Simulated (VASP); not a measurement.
# Settings for SiC: self-consistent run

SiC, Imm2 (no. 44), 2 atoms in the cell. R2SCAN; PAW potentials Si, C (PBE set). VASP 6.6.1. The cell is changed on purpose: last atom moved by 0.08 Å along z, cell strained by -1.0% along z.

Wanted: energy within 10 meV/atom; forces within 0.05 eV/Å.

What the run is for: forces; Accuracy asked: screening.

POSCAR:
```
SiC
1.0
    0.0000000000      2.1790000000      2.1572100000
    2.1790000000      0.0000000000      2.1572100000
    2.1790000000      2.1790000000      0.0000000000
Si C
1 1
Direct
    0.0000000000      0.0000000000      0.0000000000
    0.7683570400      0.7683570400      0.7316429600
```

The series start from Plane-wave cutoff (eV): 520; k-point mesh: 9 × 9 × 9; Precision mode (PREC): Accurate; Electronic threshold (eV): 1e-6; Bands in all (NBANDS): 14; Aspherical gradient terms in the spheres (LASPH): yes; Electronic algorithm: ALGO=Normal; Kinetic-energy density mixed (LMIXTAU): LMIXTAU=True. Each series keeps the choices made before it, and each single choice may use up half of a tolerance.

## Plane-wave cutoff (eV)

| Plane-wave cutoff (eV) | Energy less reference (meV/atom) | Forces, largest deviation (eV/Å) | SCF iterations | Time (s) |
|---|---|---|---|---|
| 320 | -11 | 0.009 | 16 | 32 |
| 400 | 0 | 0.001 | 19 | 44 |
| 460 | 3 | 0.001 | 15 | 40 |
| 520 | 4 | 0.001 | 15 | 37 |
| 600 | 3 | 0.001 | 16 | 55 |
| 700 | 1 | 0.001 | 16 | 97 |
| 840 (reference) | 0 | 0.000 | 16 | 139 |

Chosen: 400, the loosest value from which every tighter one stays within half of the tolerance.

## k-point mesh

| k-point mesh | Energy less reference (meV/atom) | Forces, largest deviation (eV/Å) | SCF iterations | Time (s) |
|---|---|---|---|---|
| 3 × 3 × 3 | 250 | 0.026 | 20 | 7.7 |
| 4 × 4 × 4 | 61 | 0.010 | 20 | 11 |
| 5 × 5 × 5 | 17 | 0.004 | 16 | 12 |
| 6 × 6 × 6 | 5 | 0.001 | 19 | 19 |
| 7 × 7 × 7 | 2 | 0.001 | 19 | 25 |
| 9 × 9 × 9 | 0 | 0.000 | 19 | 44 |
| 11 × 11 × 11 | 0 | 0.000 | 19 | 74 |
| 14 × 14 × 14 | 0 | 0.000 | 19 | 145 |
| 17 × 17 × 17 (reference) | 0 | 0.000 | 19 | 251 |

Chosen: 7 × 7 × 7.

## Precision mode (PREC)

| Precision mode (PREC) | Energy less reference (meV/atom) | Forces, largest deviation (eV/Å) | SCF iterations | Time (s) |
|---|---|---|---|---|
| SingleN | 0 | 0.012 | 19 | 10 |
| Normal | 0 | 0.000 | 19 | 10 |
| Single | 0 | 0.001 | 19 | 24 |
| Accurate (reference) | 0 | 0.000 | 19 | 25 |

Chosen: SingleN.

## Electronic threshold (eV)

| Electronic threshold (eV) | Energy less reference (meV/atom) | Forces, largest deviation (eV/Å) | SCF iterations | Time (s) |
|---|---|---|---|---|
| 0.001 | 0 | 0.002 | 12 | 6.4 |
| 0.0001 | 0 | 0.000 | 15 | 7.5 |
| 1e-5 | 0 | 0.000 | 15 | 7.7 |
| 1e-6 | 0 | 0.000 | 19 | 10 |
| 1e-7 (reference) | 0 | 0.000 | 23 | 11 |

Chosen: 0.001.

## Bands in all (NBANDS)

| Bands in all (NBANDS) | Energy less reference (meV/atom) | Forces, largest deviation (eV/Å) | SCF iterations | Time (s) |
|---|---|---|---|---|
| 5 | 0 | 0.000 | 12 | 3.4 |
| 6 | 1 | 0.000 | 12 | 3.8 |
| 8 | 1 | 0.000 | 12 | 4.5 |
| 10 | 1 | 0.002 | 13 | 5.3 |
| 14 | 0 | 0.000 | 12 | 6.4 |
| 24 (reference) | 0 | 0.000 | 12 | 9.5 |

Chosen: 5.

## Aspherical gradient terms in the spheres (LASPH)

| Aspherical gradient terms in the spheres (LASPH) | Energy less reference (meV/atom) | Forces, largest deviation (eV/Å) | SCF iterations | Time (s) |
|---|---|---|---|---|
| no | 0 | 0.004 | 12 | 2.5 |
| yes (reference) | 0 | 0.000 | 12 | 3.4 |

Chosen: no.

## Electronic algorithm

| Electronic algorithm | Energy less reference (meV/atom) | Forces, largest deviation (eV/Å) | SCF iterations | Time (s) |
|---|---|---|---|---|
| ALGO=Normal | 0 | 0.000 | 12 | 2.5 |
| ALGO=Fast | 0 | 0.002 | 13 | 3.0 |
| ALGO=VeryFast | 0 | 0.000 | 19 | 3.8 |
| ALGO=All ISEARCH=1 | 0 | 0.002 | 11 | 2.7 |
| ALGO=All ISEARCH=0 | 0 | 0.002 | 11 | 2.6 |
| ALGO=Damped TIME=0.4 | 0 | 0.001 | 14 | 2.9 |
| ALGO=Damped TIME=0.1 | 1 | 0.009 | 22 | 3.7 |

Chosen: ALGO=Normal; no other choice that stays within half of the tolerance saves 30 % of the time.

## Kinetic-energy density mixed (LMIXTAU)

| Kinetic-energy density mixed (LMIXTAU) | Energy less reference (meV/atom) | Forces, largest deviation (eV/Å) | SCF iterations | Time (s) |
|---|---|---|---|---|
| LMIXTAU=True | 0 | 0.000 | 12 | 2.5 |
| LMIXTAU=False | 0 | 0.002 | 9 | 2.1 |

Chosen: LMIXTAU=False; it saves 0.4 s of 2.5, so LMIXTAU=True would do nearly as well.

## All choices together

| Input | Energy less reference (meV/atom) | Forces, largest deviation (eV/Å) | Time (s) |
|---|---|---|---|
| the program's defaults (naive) | 5 | 0.005 | 2.6 |
| chosen settings | 2 | 0.015 | 2.1 |
| reference settings throughout | 0 | 0.000 | 1660 |

The tolerance is met.

Values of the reference run: Forces: 0, 0, 1.572, 0, 0, -1.572 eV/Å.

## The input

INCAR:
```
ALGO     = Normal         # electronic algorithm
EDIFF    = 0.001          # SCF threshold, eV
EFERMI   = MIDGAP       
ENCUT    = 400            # plane-wave cutoff, eV
GGA_COMPAT= F            
ISIF     = 2              # what is computed and relaxed
ISMEAR   = 0              # smearing method
KPAR     = 2            
LASPH    = F              # aspherical terms in the spheres
LCHARG   = F              # write CHGCAR
LMIXTAU  = F            
LREAL    = F              # projectors in reciprocal space
LWAVE    = F              # write WAVECAR
METAGGA  = R2SCAN         # meta-GGA
NBANDS   = 5              # bands
NELM     = 120            # most SCF steps
PREC     = SingleN        # precision mode
SIGMA    = 0.03           # smearing width, eV
```

KPOINTS:
```
Automatic mesh
0
Gamma
  7 7 7
  0 0 0
```

Commands:
```
cat potpaw_PBE.64/Si/POTCAR potpaw_PBE.64/C/POTCAR > POTCAR
mpirun -np 2 vasp_std > vasp.out
```

The naive input happens to agree within the tolerance here, in 2.6 s.

The chosen input took VASP 6.6.1 2.1 s on 2 cores (Intel Xeon Platinum 8124M @ 3.00GHz (Skylake/Cascade Lake)), a shared host.

## An input that fails: mixing far too strong

VASP's message: ERROR FEXCP: supplied Exchange-correletion table is too small, maximal index : 4397.

Changes against the starting input:
```
- NELM = 120
+ NELM = 65
+ IMIX = 1
+ AMIX = 2.0
+ BMIX = 0.0001
```
